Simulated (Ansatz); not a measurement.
# CuO: the cost of one run

Program: Ansatz 0.2.0. Level of theory: DFT LDA+U (U = 4 eV, J = 0.9 eV on Cu d), plane waves, PAW. These are calculated values, not measurements.

### Step 1. Starting point

It takes space group Cc (No. 9, monoclinic). Conventional cell: a = 4.689 Å, b = 3.427 Å, c = 5.132 Å, α = 90.00°, β = 99.65°, γ = 90.00°. Cu (site symmetry 1) is surrounded by 4 O at 1.91 to 2.02 Å. O (site symmetry 1) has 4 Cu at 1.91 to 2.02 Å as nearest neighbours.

Coordinates:

```cif
data_structure
_symmetry_space_group_name_H-M 'P 1'
_symmetry_Int_Tables_number 1
_cell_length_a 4.6893
_cell_length_b 5.8080
_cell_length_c 5.1321
_cell_angle_alpha 97.781
_cell_angle_beta 99.653
_cell_angle_gamma 36.158
_cell_volume 81.30
loop_
_atom_site_label
_atom_site_type_symbol
_atom_site_fract_x
_atom_site_fract_y
_atom_site_fract_z
_atom_site_occupancy
Cu1 Cu 0.00320 0.24680 0.00000 1
Cu2 Cu 0.49680 0.75320 0.50000 1
O1 O 0.57140 0.91710 0.25370 1
O2 O 0.40560 0.08290 0.75370 1
Cu3 Cu 0.00320 0.74680 0.00000 1
Cu4 Cu 0.49680 0.25320 0.50000 1
O3 O 0.57140 0.41710 0.25370 1
O4 O 0.40560 0.58290 0.75370 1
```

Magnetic order typed: antiferromagnetic, doubled cell 1/2 1/2 0.

### Step 2. From atoms, symmetry kept, no search

input.yaml reads:

```yaml
crystal:
  lattice:
    - [4.68929952, 0.0, 0.0]
    - [4.68929952, 3.42679964, 0.0]
    - [-0.86054991, 0.0, 5.05943948]
  atoms:
    - { symbol: Cu, position: [0.0032, 0.2468, 0.0], spin: 1.0 }
    - { symbol: Cu, position: [0.4968, 0.7532, 0.5], spin: 1.0 }
    - { symbol: O, position: [0.5714, 0.9171, 0.2537] }
    - { symbol: O, position: [0.4056, 0.0829, 0.7537] }
    - { symbol: Cu, position: [0.0032, 0.7468, 0.0], spin: -1.0 }
    - { symbol: Cu, position: [0.4968, 0.2532, 0.5], spin: -1.0 }
    - { symbol: O, position: [0.5714, 0.4171, 0.2537] }
    - { symbol: O, position: [0.4056, 0.5829, 0.7537] }
basis:
  ecutwfc: 420
  ecutrho_ratio: 4
kpoints:
  mp_grid: { grid: [7, 7, 4] }
hamiltonian:
  xc: lda
  hubbard:
    sites:
      - { site: 0, l: d, u: 4.0, j: 0.9 }
      - { site: 1, l: d, u: 4.0, j: 0.9 }
      - { site: 4, l: d, u: 4.0, j: 0.9 }
      - { site: 5, l: d, u: 4.0, j: 0.9 }
scf:
  occupations: { method: gaussian, width: 0.05 }
  lower_state_search: "off"
  max_iter: 150
output:
  forces: true
  stress: true
  eigenvalues: true
  populations: true
  hubbard:
    sites:
      - { site: 0, l: d }
      - { site: 1, l: d }
      - { site: 4, l: d }
      - { site: 5, l: d }
magnetization:
  spin_polarized: true
```

Command:

```sh
ansatz run input.yaml --threads 4 --pin off --max-ram 6144MiB --backend cpu --events-out ev --progress --plain --runs-dir out
```

**Question.** How long does this run take on 4 threads of Arm Neoverse V1, shared host, and how much memory does it need?

About 22 s, with a peak of 0.75 GiB.
